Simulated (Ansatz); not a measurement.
The system is C.

```
C
1.0
     2.52210    0.00000    0.00000
    -1.26105    2.18420    0.00000
     0.00000    0.00000    8.23710
C
8
Direct
  0.66667 0.33333 0.84375
  0.33333 0.66667 0.34375
  0.66667 0.33333 0.65625
  0.33333 0.66667 0.15625
  0.00000 0.00000 0.90625
  0.00000 0.00000 0.40625
  0.00000 0.00000 0.59375
  0.00000 0.00000 0.09375
```

This is a hexagonal form of diamond, not graphite.

Base run:

| Item | Value |
| --- | --- |
| Program | Ansatz 0.2.0 |
| Functional | PBEsol |
| Potentials or basis | Ansatz PAW |
| Cutoff | 420 eV |
| Density cutoff | 1680 eV |
| k mesh | 12 × 12 × 4 |
| Occupations | fermi-dirac, width 0.05 eV |
| Spin | no spin polarisation |

Its results: band gap on the k mesh 4.28 eV, indirect (least direct gap 5.13 eV); pressure -4.3 GPa; largest force 0.330 eV/Å.

The run is repeated on the same cell with these changes: functional from PBEsol to BLYP. What comes out?

Band gap on the k mesh 4.75 eV, indirect (least direct gap 5.34 eV); pressure 11.5 GPa; largest force 0.341 eV/Å.

BLYP binds less tightly than PBEsol, so the same cell stands under more pressure.

Caveats: the PAW data sets come from PBE, with cores solved anew for the run's functional, which leaves a small shift of forces and pressure; the potentials were made for another functional, which shifts forces and pressure (some runs).

Not every run made on this cell is shown here.
